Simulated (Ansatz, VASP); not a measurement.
## TiC: VASP beside Ansatz

File INCAR:

```
ALGO     = Normal         # electronic algorithm
EDIFF    = 1E-6           # SCF threshold, eV
ENCUT    = 520            # plane-wave cutoff, eV
GGA      = PE             # functional
ISIF     = 2              # what is computed and relaxed
ISMEAR   = -1             # smearing method
LASPH    = True           # aspherical terms in the spheres
LCHARG   = False          # write CHGCAR
LREAL    = False          # projectors in reciprocal space
LWAVE    = False          # write WAVECAR
NBANDS   = 15             # bands
NELM     = 60             # most SCF steps
PREC     = Accurate       # precision mode
SIGMA    = 0.03           # smearing width, eV
```

Contents of KPOINTS:

```
k-points
0
Gamma
  16 16 16
```

POSCAR

```
TiC
1.0
    0.0000000000      2.1640000000      2.1856400000
    2.1640000000      0.0000000000      2.1856400000
    2.1640000000      2.1640000000      0.0000000000
Ti C
1 1
Direct
    0.0000000000      0.0000000000      0.0000000000
    0.5000000000      0.5000000000      0.5000000000
```

Input for Ansatz:

```yaml
crystal:
  lattice:
    - [0.0, 2.164, 2.18564]
    - [2.164, 0.0, 2.18564]
    - [2.164, 2.164, 0.0]
  atoms:
    - { symbol: Ti, position: [0.0, 0.0, 0.0] }
    - { symbol: C, position: [0.5, 0.5, 0.5] }
kpoints:
  mp_grid: { grid: [16, 16, 16] }
  band_path:
    path:
      - [0.0, 0.0, 0.0]
      - [0.0, 0.5, 0.5]
      - [0.25, 0.75, 0.5]
      - [0.0, 0.5, 0.0]
      - [0.0, 0.0, 0.0]
      - [0.5, 0.5, 0.0]
      - [0.3725370062, 0.6274629938, 0.0]
      - [-0.3725370062, 0.3725370062, 0.0]
      - [0.0, 0.0, 0.0]
    npoints: 5
scf:
  occupations: { method: fermi_dirac, width: 0.03 }
hamiltonian:
  xc: pbe
  pseudopotentials: { kind: all_electron, lapw: { basis_error: 0.001 } }
output:
  forces: true
  stress: true
  eigenvalues: true
```

Change from the starting cell: zz strain of +1 %.

Alike in both runs: task single point; functional PBE; k mesh 16 × 16 × 16; occupations fermi-dirac, width 0.03 eV; no spin polarisation.

|  | VASP | Ansatz |
| --- | --- | --- |
| version | VASP 6.6.1 | Ansatz 0.2.0 |
| potentials or method | VASP PAW PBE potentials, release 64 (Ti_sv, C) | all-electron LAPW, scalar-relativistic |
| plane-wave cutoff (eV) | 520 | see its input |

|  | VASP | Ansatz | Ansatz less VASP |
| --- | --- | --- | --- |
| pressure (GPa) | -1.4 | -1.6 | -0.18 |
| largest component of the traceless stress (GPa) | 2.36 | 2.34 | -0.016 |

Ansatz ran all-electron here, so the differences hold the error of VASP's frozen core and of both bases.
